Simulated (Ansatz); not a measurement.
Runs of Ansatz 0.2.0 on Ni. It takes space group Fm-3m (No. 225, cubic). The conventional cell has a = 3.475 Å, b = 3.475 Å, c = 3.475 Å, α = 90.00°, β = 90.00°, γ = 90.00°. Around Ni (site symmetry m-3m) lie 12 Ni at 2.46 Å. 

```csv
task,level,U,cutoff (eV),smearing,basis error allowed,gap on the mesh (eV),pressure (GPa),moment (μB)
single point,RPBE,-,320,gaussian 0.02 eV,0.001 eV/atom,none,13.8,0.64
single point,PBE,-,320,gaussian 0.02 eV,0.001 eV/atom,none,8.0,0.64
single point,PBE,-,320,gaussian 0.021 eV,0.001 eV/atom,none,8.0,0.64
density of states,PBEsol+U,Ni d U = 2 eV,320,fermi-dirac 0.05 eV,0.001 eV/atom,none,-2.4,(a)
```

Alike in all rows: potentials or basis all-electron LAPW, scalar-relativistic; spin collinear, ferromagnetic start; cell as given; k mesh 13 × 13 × 13.

Estimate the missing entries.

(a) 0.63.

Caveats: the magnetic state may not be the lowest (some runs); U is the effective U less J, on atomic orbitals that reach past the spheres (some runs); the U is typed as a test and isn't derived for this compound (some runs).

A k mesh can miss the band edges.

A gap of «none» marks a metal or a gap under the smearing width.

Not every run made on this cell is shown here.
